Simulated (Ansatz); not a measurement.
**C: energy over two strains**

How does the energy of C (Fd-3m, No. 227; 2 atoms in the cell) change over two coordinates at once? A grid of runs gives the map.

Method: DFT PBE, scalar-relativistic, plane waves, PAW, in Ansatz 0.2.0.

9 further runs of the same task are left out: 9 set aside as unsound or not needed.

## 1. The starting structure

Symmetry: Fd-3m, No. 227, cubic system. Conventional cell: a = 3.572 Å, b = 3.572 Å, c = 3.572 Å, α = 90.00°, β = 90.00°, γ = 90.00°. C (site symmetry -43m) is surrounded by 4 C at 1.55 Å.

Coordinates:

```cif
data_structure
_symmetry_space_group_name_H-M 'Fd-3m:1'
_symmetry_Int_Tables_number 227
_cell_length_a 3.5717
_cell_length_b 3.5717
_cell_length_c 3.5717
_cell_angle_alpha 90.000
_cell_angle_beta 90.000
_cell_angle_gamma 90.000
_cell_volume 45.56
loop_
_atom_site_label
_atom_site_type_symbol
_atom_site_symmetry_multiplicity
_atom_site_Wyckoff_symbol
_atom_site_fract_x
_atom_site_fract_y
_atom_site_fract_z
_atom_site_occupancy
C1 C 8 a 0.50000 0.00000 0.50000 1
```

It is the result of an earlier relaxation at this level (volume 5.70 Å³/atom; gap on the mesh: 4.15 eV).

## 3. Setting up the map

The energy is mapped over two homogeneous strains (x along [1 0 0], y along [0 1 0], z along [0 0 1] of the conventional cell).

First coordinate, strain +e along x and -e along y: 9 values from −15.00 %. Second coordinate, strain +e along z and -e/2 along x and y: 9 values from −7.00 %.

Nothing else is relaxed (symmetry fixes all fractional coordinates). Energies count from the relaxed crystal. Points are written as (first, second).

(The set-up runs are not shown.)

## 4. Point (−3.75 %, 0.00 %)

input.yaml

```yaml
crystal:
  lattice:
    - [0.0, 1.8528121047, 1.7858429925]
    - [1.7188738803, 0.0, 1.7858429925]
    - [1.7188738803, 1.8528121047, 0.0]
  atoms:
    - { symbol: C, position: [0.5, 0.5, 0.5] }
    - { symbol: C, position: [0.75, 0.75, 0.75] }
basis:
  ecutwfc: 520.0
kpoints:
  mp_grid: { grid: [12, 12, 12] }
hamiltonian:
  xc: pbe
  pseudopotentials: { kind: paw, azcp: { folder: soft_1 } }
scf:
  occupations: { method: gaussian, width: 0.05 }
output:
  forces: true
  stress: true
  eigenvalues: true
```

Started as:

```
> ansatz run input.yaml --threads 1 --pin off --max-ram 2048MiB --backend cpu --events-out ev --progress --plain --runs-dir out
```

The session goes on with these runs: the other points that were computed.

Before running it: what results should come out? Wanted: lowest point; highest computed point; pressure.

**Answer**, as computed:

```
              quantity                                                                            value
          lowest point                                                     (0.00 %, 0.00 %), 0 meV/atom
highest computed point                               (−15.00 %, −7.00 %), 927 meV/atom above the lowest
        pressure (GPa)  0.0 at (0.00 %, 0.00 %) to 14.5 at (−15.00 %, −7.00 %); 0.0 at the lowest point
   time for all points                                                 1.9 min on 1 thread, shared host
```

**Reading.** The lowest computed point is at (0.00 %, 0.00 %), which is the relaxed crystal itself. The grid shows no other well, apart from its symmetry copies. The highest computed point, (−15.00 %, −7.00 %), lies 927 meV/atom above the lowest. Round the minimum the two coordinates are nearly uncoupled. The curvatures of the interpolated surface at the minimum, over the volume, give stiffnesses of about 1900 and 1400 GPa for the two patterns (per unit amplitude as drawn, so not the usual moduli); on a grid this wide they are rough. The gap closes in part of the range.

These are semilocal Kohn-Sham gaps, which aren't the measured quantity. Such gaps usually fall short of the measured ones.
